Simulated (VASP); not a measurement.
The system is CuCl (Nantokite).

```xyz
2
Lattice="0.0000 2.7029 2.7029 2.7029 0.0000 2.7029 2.7029 2.7029 0.0000" Properties=species:S:1:pos:R:3 pbc="T T T"
Cu    0.0000    0.0000    0.0000
Cl    1.3514    1.3514    1.3514
```

```yaml
Program: VASP 6.6.1
Task: relaxation of cell and atoms
Functional: PBEsol
Potentials_or_basis: VASP PAW PBE potentials, release 64 (Cu, Cl)
Cutoff: 600 eV
k_mesh: 10 × 10 × 10
Occupations: gaussian, width 0.03 eV
Spin: no spin polarisation
```

At the start: pressure -3.2 GPa; volume 19.75 Å³/atom.

Question: Where does the relaxation end?

Answer: Over 3 steps the energy falls by 12.4 meV/atom and the volume is 18.60 Å³/atom (-5.8 %); space group F-43m (No. 216, to 0.05 Å).

Step by step:
```csv
step,energy change (eV),largest force (eV/Å),pressure (GPa),volume (Å³)
1,0.0000,0.0000,-3.22,39.49
2,-0.0247,0.0000,-0.10,37.27
3,-0.0247,0.0000,-0.04,37.21
```

Final structure:
```cif
data_structure
_symmetry_space_group_name_H-M 'P 1'
_symmetry_Int_Tables_number 1
_cell_length_a 3.7473
_cell_length_b 3.7473
_cell_length_c 3.7473
_cell_angle_alpha 60.000
_cell_angle_beta 60.000
_cell_angle_gamma 60.000
_cell_volume 37.21
loop_
_atom_site_label
_atom_site_type_symbol
_atom_site_fract_x
_atom_site_fract_y
_atom_site_fract_z
_atom_site_occupancy
Cu1 Cu 0.00000 0.00000 0.00000 1
Cl1 Cl 0.25000 0.25000 0.25000 1
```

Caveat: the PAW data sets were made with another functional, which shifts forces and pressure a little.
